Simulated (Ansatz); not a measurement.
Input and output of a single-point calculation on AlAs (zincblende) (Ansatz 0.2.0, r2SCAN). The cell was relaxed with r2SCAN and then strained (isotropic +3.0 % on every length), with the atoms relaxed again with r2SCAN; k points keep the names of the unstrained zone.

Input file:
```yaml
crystal:
  lattice:
    - [0.0, 2.9240923768, 2.9240923768]
    - [2.9240923768, 0.0, 2.9240923768]
    - [2.9240923768, 2.9240923768, 0.0]
  atoms:
    - { symbol: Al, position: [0.0, 0.0, 0.0] }
    - { symbol: As, position: [0.25, 0.25, 0.25] }
kpoints:
  mp_grid: { grid: [8, 8, 8] }
  band_path:
    path:
      - [0.0, 0.0, 0.0]
      - [-0.5, -0.5, 0.0]
      - [-0.375, -0.375, 0.25]
      - [-0.375, 0.0, 0.375]
      - [0.0, 0.0, 0.5]
      - [-0.5, -0.25, 0.25]
    npoints: 1
hamiltonian:
  xc: r2scan
scf:
  occupations: { method: fixed }
  n_extra_bands: 4
output:
  forces: true
  stress: true
  eigenvalues: true
  write_density: true
  write_potential: true
  elf: true
  volumetric_format: npy
```

Command: `ansatz run input.yaml --threads 2 --pin off --max-ram 20275MiB --backend cpu --events-out ev --progress --plain --runs-dir out`. It took 2.2 s on 2 threads of AMD EPYC 7R13 Processor (Zen 3), with other jobs on the host, load about 3.0 per core; peak host memory 0.68 GiB.

What the program printed (shortened):
```
scf.n_extra_bands = 4 over 9 filled bands (N_el = 18.0): the run solves 13 bands
Pseudopotential: Al, paw, valence charge 3, recommended cutoff 500 eV (meta_gga)
Pseudopotential: As, paw, valence charge 15, recommended cutoff 500 eV (meta_gga)
Functional definition: r2SCAN
Crystal: 2 atoms, lattice volume = 50.004 Å³
Basis set: ecut = 500 eV, 1243 PW (Γ)
Symmetry: 24 space group operations
Space group: F-43m (ITA 216)
k-points: 29 of 512 (time reversal used)
NSCF: frozen V_eff on 6 k-points
SCF converged after 6 iterations
Free energy (F): -5406.163732 eV
Fermi energy:    5.136167 eV
--- Per-component energies (eV) ---
  E_band       = -293.875670
  E_kinetic    = 124.284886
  E_local      = -2190.215907
  E_nonlocal   = -660.459277
  E_hartree    = 1162.595360
  E_xc         = -109.990893
  E_vxc        = -114.037174
  E_paw        = -2321.187549
  E_vpaw       = 215.834348
  E_vtau       = 5.527856
  E_ewald      = -1409.672832
  E_core_change = -1.517516
--- Stress (GPa, compression-positive) ---
       -5.570255       0.000000       0.000000
        0.000000      -5.570255       0.000000
        0.000000       0.000000      -5.570255
  P = ⅓ Tr σ = -5.5703 GPa (-55.703 kbar)
--- Band table (eV; the first three rows and the last of 29) ---
  k-point 0: bands = […, -29.8361, -29.8361, -6.6540, 5.1362, 5.1362, 5.1362, 7.0290, 9.6713, 9.6713, 9.6713]
  k-point 1: bands = […, -29.8361, -29.8361, -6.5131, 3.7564, 4.9871, 4.9871, 7.8498, 9.9401, 9.9401, 9.9937]
  k-point 2: bands = […, -29.8361, -29.8361, -6.1263, 1.8906, 4.6870, 4.6870, 7.8252, 10.3014, 10.3014, 11.6009]
  k-point 28: bands = […, -29.8363, -29.8357, -4.8768, 0.2212, 2.2300, 2.5681, 9.8067, 10.7787, 11.0545, 11.5749]
```

The rows of the band table are 0: (0, 0, 0) = Γ, 1: (0, 0, 1/8), 2: (0, 0, 1/4), 28: (1/4, -1/2, -1/4) = W.

bands.tsv, columns around the gap (it counts bands from 0):
```tsv
# k_distance	band_4	band_5	band_6	band_7	band_8	band_9	band_10	band_11	band_12
# fermi_ev = 5.136167
# [0, 0, 0] at k_distance = 0.000000
# [-0.5, -0.5, 0] at k_distance = 1.074382
# [-0.375, -0.375, 0.25] at k_distance = 1.454234
# [-0.375, 0, 0.375] at k_distance = 2.112156
# [0, 0, 0.5] at k_distance = 2.770078
# [-0.5, -0.25, 0.25] at k_distance = 3.529781
# levels_relative_to = fermi_ev
0.000	-34.972	-11.790	0.000	0.000	0.000	1.893	4.535	4.535	4.535
1.074	-34.972	-10.037	-5.209	-2.030	-2.030	1.932	2.651	10.386	10.386
1.454	-34.972	-10.066	-4.982	-3.118	-1.682	2.649	5.198	8.340	8.420
2.112	-34.972	-10.066	-4.982	-3.118	-1.682	2.649	5.198	8.340	8.420
2.770	-34.972	-10.523	-5.279	-0.783	-0.783	2.260	5.022	5.022	8.152
3.530	-34.972	-10.013	-4.915	-2.906	-2.568	4.671	5.643	5.918	6.439
```
In order the rows are Γ, X, U, K, L, W.

Planar averages along the third cell vector, from rho_z.tsv and v_z.tsv (valence density with its augmentation; electrostatic potential energy of an electron, of which only differences have a meaning):
```tsv
z (Å)	ρ (e/Å³)	v_es (eV)
0.00	0.197	1.84
0.26	0.297	0.71
0.52	0.545	0.75
0.78	0.988	2.02
1.03	1.243	3.60
1.29	0.947	4.43
1.55	0.480	4.72
1.81	0.230	5.49
2.20	0.123	7.78
2.46	0.096	8.49
2.71	0.082	8.32
2.97	0.079	7.45
3.23	0.082	5.93
3.49	0.095	4.45
3.75	0.121	3.48
4.01	0.166	2.51
```

The r2SCAN gap is direct at Γ: 1.89 eV. At this geometry r2SCAN finds -5.57 GPa, compression counted positive: its own equilibrium volume is smaller.

No spin polarisation and no zero-point or thermal motion.

Spin-orbit coupling is left out.
